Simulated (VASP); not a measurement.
Runs of VASP 6.6.1 on Cs2AgBiBr6. The structure is cubic, space group Fm-3m (No. 225). Conventional cell: a = 11.232 Å, b = 11.232 Å, c = 11.232 Å, α = 90.00°, β = 90.00°, γ = 90.00°. Bi (site symmetry m-3m) has 6 Br at 2.81 Å as nearest neighbours. Cs (site symmetry -43m) has 12 Br at 3.97 Å as nearest neighbours. Ag (site symmetry m-3m) is surrounded by 6 Br at 2.80 Å. Br (site symmetry 4mm) is surrounded by 1 Ag at 2.80 Å and 1 Bi at 2.81 Å. 

```csv
level,potentials or basis,gap on the mesh (eV),pressure (GPa),relaxed volume (Å³/atom)
PBEsol,"VASP PAW PBE potentials, release 64 (Bi_d, Cs_sv, Ag, Br)",1.75,0.0,35.03
AM05,"VASP PAW PBE potentials, release 64 (Bi_d, Cs_sv, Ag, Br)",1.82,0.0,36.16
LDA,"VASP PAW LDA potentials, release 64 (Bi_d, Cs_sv, Ag, Br)",1.66,0.0,(a)
RPBE,"VASP PAW PBE potentials, release 64 (Bi_d, Cs_sv, Ag, Br)",2.06,0.0,41.06
PBE,"VASP PAW PBE potentials, release 64 (Bi_d, Cs_sv, Ag, Br)",1.90,0.0,37.80
optB88-vdW,"VASP PAW PBE potentials, release 64 (Bi_d, Cs_sv, Ag, Br)",1.86,0.0,36.32
revPBE,"VASP PAW PBE potentials, release 64 (Bi_d, Cs_sv, Ag, Br)",2.02,0.0,40.32
PW91,"VASP PAW PBE potentials, release 64 (Bi_d, Cs_sv, Ag, Br)",1.89,0.0,37.69
BLYP,"VASP PAW PBE potentials, release 64 (Bi_d, Cs_sv, Ag, Br)",1.94,0.0,(b)
```

Alike in all rows: task relaxation of cell and atoms; no spin polarisation; cell relaxed; k mesh 3 × 3 × 3; cutoff (eV) 600; smearing fermi-dirac 0.05 eV.

**Question.** Fill in the values left out.

**Answer.** (a) 33.33; (b) 40.85.

Caveats: spin-orbit coupling is left out, which as a rule narrows the gap of such compounds by several tenths of an eV; an odd mesh through Γ misses points on the zone boundary, where band edges often lie; the PAW data sets were made with another functional, which shifts forces and pressure a little (some runs); the volume moved by over 15 % at a fixed basis, so the end points are rough (some runs).

A k mesh can miss the band edges, and the runs leave out spin-orbit coupling on Ag, Bi, Br, Cs.
